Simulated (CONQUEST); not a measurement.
Runs of CONQUEST 1.3 on TaN. It takes space group P-62m (No. 189, hexagonal). The conventional cell has a = 5.196 Å, b = 5.196 Å, c = 2.911 Å, α = 90.00°, β = 90.00°, γ = 120.00°. Ta (site symmetry -62m) has 3 N at 2.04 Å as nearest neighbours. Around Ta (site symmetry -6) lie 6 N at 2.16 Å. Around N (site symmetry m2m) lie 5 Ta at 2.04 to 2.16 Å. N (site symmetry m2m) has 5 Ta at 2.04 to 2.16 Å as nearest neighbours. 

```csv
task,level,potentials or basis,spin,fixed moment (μB),cell,k mesh,smearing,other keys,gap on the mesh (eV),pressure (GPa),moment (μB),largest force (eV/Å)
single point,LDA-VWN,"PseudoDojo NC LDA, SZ, grid cutoff 120 Ha","collinear, ferrimagnetic start",-,edges of the box strained at random at fixed volume,6 × 4 × 2,fermi-dirac 0.027 eV,-,none,-9.9,0.00,0.69
single point,LDA,"PseudoDojo NC LDA, SZ, grid cutoff 150 Ha","collinear, ferromagnetic start",2,as given,8 × 5 × 3,methfessel-paxton of order 1 0.05 eV,-,-,(a),2.00,-
band structure,LDA,"PseudoDojo NC LDA, SZ, grid cutoff 150 Ha","collinear, random start",-,"atoms moved at random, drawn with an rms of 0.15 Å","6 × 4 × 2, shifted",fermi-dirac 0.1 eV,Diag.GammaCentred = F,-,-,0.00,-
single point,PBEsol,"PseudoDojo NC PBEsol, SZP, grid cutoff 120 Ha",off,-,volume scaled by 0.96,8 × 5 × 3,fermi-dirac 0.027 eV,-,none,16.9,-,0.05
single point,LDA,"PseudoDojo NC LDA, SZ, grid cutoff 150 Ha","collinear, random start",-,"atoms moved at random, drawn with an rms of 0.15 Å","6 × 4 × 2, shifted",fermi-dirac 0.1 eV,Diag.GammaCentred = F,none,-1.8,0.00,6.98
```

Question: Fill in the values left out.

Answer: (a) -7.7.

Caveats: the atomic basis is small; the basis of atomic orbitals isn't converged, which shifts pressures, moduli and gaps; the real-space grid is too coarse here: the forces don't sum to zero and aren't listed, and the energy moves when atoms move against the grid (some runs); the total moment is fixed, so each spin has its own Fermi level (some runs); the box holds several primitive cells, so bands are folded and the points are those of the box's own zone (some runs); spin-orbit coupling is left out, which moves the levels of the heavy elements (some runs).

A k mesh can miss the band edges, and the runs leave out spin-orbit coupling on Ta.

A gap of «none» marks a metal or a gap under the smearing width.

Runs at the PBE level aren't shown here.
